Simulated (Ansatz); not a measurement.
The structure comes from a relaxation in the same program, started in the CdI2 type, and has space group P-3m1. Whether it is a known phase or the ground state wasn't checked.

CdF2: DFT, PBE, PAW with Ansatz's default frozen-core files, scalar-relativistic (Ansatz 0.2.0).

```yaml
crystal:
  lattice:
    - [3.5533765355, 0.0, 0.0]
    - [-1.7766882678, 3.077314349, 0.0]
    - [0.0, 0.0, 4.9659492844]
  atoms:
    - { symbol: Cd, position: [0.0, 0.0, 0.0] }
    - { symbol: F, position: [0.3333333333, 0.6666666667, 0.2003368176] }
    - { symbol: F, position: [0.6666666667, 0.3333333333, 0.7996631824] }
kpoints:
  mp_grid: { grid: [13, 13, 7] }
  band_path:
    path:
      - [0.0, 0.0, 0.0]
      - [0.5, 0.0, 0.0]
      - [0.3333333333, 0.3333333333, 0.0]
      - [0.0, 0.0, 0.0]
      - [0.0, 0.0, 0.5]
      - [0.5, 0.0, 0.5]
      - [0.3333333333, 0.3333333333, 0.5]
      - [0.0, 0.0, 0.5]
      - [0.5, 0.0, 0.5]
    npoints: 8
scf:
  occupations: { method: fermi_dirac, width: 0.05 }
hamiltonian:
  xc: pbe
  pseudopotentials: { kind: paw }
output:
  forces: true
  stress: true
  eigenvalues: true
  efg: { contact_densities: true }
  populations: true
  bader: true
  dos: { projected: true, de: 0.2, e_range: [-14, 8] }
```

Output:

```
Cd: output.efg is read without spin–orbit coupling, which moves field gradients at and beside such atoms by some per cent and up to a factor of two; PAW files take it under magnetization.noncollinear and magnetization.spin_orbit
Engine: ansatz 0.2.0
Pseudopotentials: kind: paw
Pseudopotential: Cd, paw, valence charge 20, recommended cutoff 420 eV (normal)
Pseudopotential: F, paw, valence charge 7, recommended cutoff 420 eV (normal)
Functional definition: PBE
  parameter kappa = 0.804
  parameter beta = 0.06672455060314922
  exchange = pbe_x(kappa = kappa, mu = beta*pi^2/3)
  correlation = pbe_c(beta = beta)
Crystal: 3 atoms, lattice volume = 54.302 Å³
Basis set: ecut = 420 eV, 1043 PW (Γ), exchange–correlation on 48×48×72 points (8 copies of the dense FFT grid, shifted against one another)
Bands: 21, of which v1, the nominal top of the filled ones, is band 17 counted from 1 (16 counted from 0)
Symmetry: 12 space group operations
Space group: P-3m1 (ITA 164), of the structure as read, at distance tolerance 3.8e-5 Å
k-points: 126 of 1183
Non-local potential: Cd, projectors of the file, l = 0: 3, l = 1: 2, l = 2: 2, l = 3: 1
Non-local potential: F, projectors of the file, l = 0: 2, l = 1: 2, l = 2: 1
PAW form: soft (Blöchl's): semilocal exchange-correlation on the pseudo side does not see the compensation charge
PAW one-centre angular grid: Cd, 590 points (default); XC on 64 Gauss nodes
PAW one-centre angular grid: F, 110 points (default); XC on 64 Gauss nodes
Initial density: superposition of atomic densities (neutral atoms: chi_scale 0, normalization atom), corrected by the library's trained network
Initial wavefunctions: pseudopotential atomic-orbital guess
Functional: x = pbe(κ = 0.804, μ = 0.2195149727645171), c = pbe(β = 0.06672455060314922)
SCF iter   1: F=—  HF=-9871.963073 eV  |F-HF|=—  |Δ(HF+E_count)|=         —  Δρ=1.46e-3  dr2=9.59e-4  ethr=1.77e-3  ⟨swp⟩=5.6  Hψ=11308  notcnv=0
preconditioner: auto → Resta (q_TF=auto, 2.523 Å⁻¹)  ε∞=3.7  [insulator: Δε(μ)=3.443 eV  Ē_g=15.549 eV  σ=0.050 eV  W_gap=1.00  n_scr=20 (ndim 8)  ℏωp=25.7 eV  f_vac=0.325  D(μ)=0.00/eV (n_scr^D=0)  ε∞_Penn≈3.7]
SCF iter   2: F=—  HF=-9871.964330 eV  |F-HF|=—  |Δ(HF+E_count)|=   1.26e-3  Δρ=6.76e-4  dr2=1.87e-4  ethr=2.82e-6  ⟨swp⟩=2.0  Hψ=5304  notcnv=0
SCF iter   3: F=—  HF=-9871.964352 eV  |F-HF|=—  |Δ(HF+E_count)|=   2.20e-5  Δρ=2.46e-4  dr2=4.76e-5  ethr=5.51e-7  ⟨swp⟩=2.0  Hψ=3389  notcnv=0
SCF iter   4: F=—  HF=-9871.964341 eV  |F-HF|=—  |Δ(HF+E_count)|=   1.09e-5  Δρ=7.91e-5  dr2=5.59e-6  ethr=1.40e-7  ⟨swp⟩=2.0  Hψ=3402  notcnv=0
SCF iter   5: F=—  HF=-9871.964339 eV  |F-HF|=—  |Δ(HF+E_count)|=   1.28e-6  Δρ=2.44e-5  dr2=3.54e-7  ethr=1.64e-8  ⟨swp⟩=2.0  Hψ=3407  notcnv=0
SCF iter   6: F=-9871.964340 eV  HF=-9871.964340 eV  |F-HF|=1.71e-8  |Δ(HF+E_count)|=   1.40e-7  Δρ=1.10e-5  dr2=5.36e-8  ethr=2.94e-10  ⟨swp⟩=5.0  Hψ=10922  notcnv=0
SCF 1 converged in 6 iterations: F = -9871.964340 eV  dr2 = 5.36e-8
  greatest PAW one-centre occupation: 1.000 electrons in one spin orbital (limit 2), on the Cd atom at site 0 (counted from 0), in its partial waves of l = 1
NSCF: frozen V_eff on 65 k-points
SCF converged after 6 iterations
Free energy (F): -9871.964340 eV
Harris-Foulkes:  -9871.964340 eV  (|F-HF|=1.71e-8)
Internal energy: -9871.964340 eV  (E = F + TS)
E sigma→0 (E₀):  -9871.964340 eV
Fermi energy:    3.968155 eV
--- Per-component energies (eV) ---
  E_band       = -624.139317
  E_kinetic    = 916.368489
  E_local      = -5682.304783  (includes V_loc(G=0)·N_el)
  E_nonlocal   = 183.625465
  E_hartree    = 2529.518521
  E_xc         = -334.606933
  E_vxc        = -423.787866  (∫ρ·V_xc dr)
  E_paw        = -4487.237104  (= ΣΔE_a)
  E_vpaw       = -677.080044  (= ΣTr[D̂ρ^β])
  E_aug_tail   = 0.004126  (compensation charges beyond the density's cutoff)
  E_ewald      = -2997.332120
  E_smearing   = -0.000000  (= −TS)
  E_closure    = 0.000000  (closes the sum)
  Σ components = -9871.964340   (vs F -9871.964340, Δ=0.00e0)
--- Forces (eV/Å), atoms counted from 1 ---
  atom   1  Cd     0.00000000    -0.00000000     0.00000000
  atom   2  F     -0.00000000     0.00000000     0.00021953
  atom   3  F      0.00000000     0.00000000    -0.00021953
  max |Σ_I F_I| component: 2.31e-18 eV/Å
--- Stress (GPa, compression-positive) ---
       -0.003393      -0.000000       0.000000
        0.000000      -0.003393       0.000000
        0.000000       0.000000       0.042938
  P = ⅓ Tr σ = 0.0121 GPa (0.121 kbar)
--- PAW observables at the nuclei: V_zz in 10²¹ V/m², potentials from the cell's mean, atoms counted from 1 ---
  atom   1  Cd V_zz =    +8.982185   η = 0.0000   by run symmetry: allowed
            electrostatic potential = -7701.801921 V   contact ρ = 1035836.815971 e/Å³
  atom   2  F  V_zz =    -4.413725   η = 0.0000   by run symmetry: allowed
            electrostatic potential = -736.196329 V   contact ρ = 3128.412620 e/Å³
  atom   3  F  V_zz =    -4.413725   η = 0.0000   by run symmetry: allowed
            electrostatic potential = -736.196329 V   contact ρ = 3128.412620 e/Å³
--- Band table (eV; the first three rows and the last of 126) ---
  k-point 0: bands = ["-96.3777", "-57.5377", "-57.4533", "-57.4533", "-18.0594", "-17.5791", "-3.3181", "-3.3181", "-2.9360", "-2.3485", "-2.3485", "0.5202", "0.9716", "0.9716", "1.5199", "2.0936", "2.0936", "5.5530", "10.9803", "13.9332", "16.9946"]
  k-point 1: bands = ["-96.3777", "-57.5376", "-57.4533", "-57.4533", "-18.0546", "-17.5842", "-3.3175", "-3.3175", "-2.9235", "-2.3489", "-2.3489", "0.5320", "0.9669", "0.9669", "1.4404", "2.0987", "2.0987", "5.7133", "10.5567", "14.4581", "17.0142"]
  k-point 2: bands = ["-96.3777", "-57.5377", "-57.4533", "-57.4533", "-18.0435", "-17.5961", "-3.3165", "-3.3165", "-2.8949", "-2.3499", "-2.3499", "0.5644", "0.9567", "0.9567", "1.2619", "2.1099", "2.1099", "6.1096", "9.7739", "15.5333", "17.0604"]
  k-point 125: bands = ["-96.3775", "-57.5370", "-57.4573", "-57.4566", "-17.7621", "-17.7426", "-2.8055", "-2.7485", "-2.4209", "-2.4142", "-2.3139", "-0.7268", "0.2721", "0.3181", "0.6673", "1.8973", "1.9443", "9.9531", "12.2388", "13.2641", "13.9866"]
--- Löwdin populations: 3 sites ---
  site symbol       q [e]
     0     Cd     18.4564
     1      F      7.6998
     2      F      7.6998
  spilling = 0.004234 (of n_electrons = 34.000000)
--- Bader charges: 3 sites ---
  site symbol  charge [e]  shift [e]
     0     Cd      1.4414     0.0023
     1      F     -0.7207     0.0011
     2      F     -0.7207     0.0011
  estimated error of the sums over rays = 1.4e-4 e
```

populations.tsv:

```
# site	symbol	l	j	q
# orbitals = lowdin
# n_electrons = 34.000000
# spilling = 0.004234
0	Cd	0_4S	-	1.998917
0	Cd	0_5S	-	0.466807
0	Cd	1_4P	-	5.999378
0	Cd	2_4D	-	9.991322
1	F	0_2S	-	1.961866
1	F	1_2P	-	5.737940
2	F	0_2S	-	1.961866
2	F	1_2P	-	5.737940
```

bader_charges.tsv:

```
# site	symbol	x_ang	y_ang	z_ang	partial_charge_e	electrons	volume_ang3	relative_density_drop	shared_charge_e	partial_wave_shift_e
# quadrature_error_electrons = 1.4e-4
0	Cd	0.0000	0.0000	0.0000	1.44138	46.55862	16.26	-	1.44138	0.00229
1	F	0.0000	2.0515	0.9949	-0.72069	9.72069	17.26	-	-0.72069	0.00114
2	F	1.7767	1.0258	3.9711	-0.72069	9.72069	17.26	-	-0.72069	0.00114
```
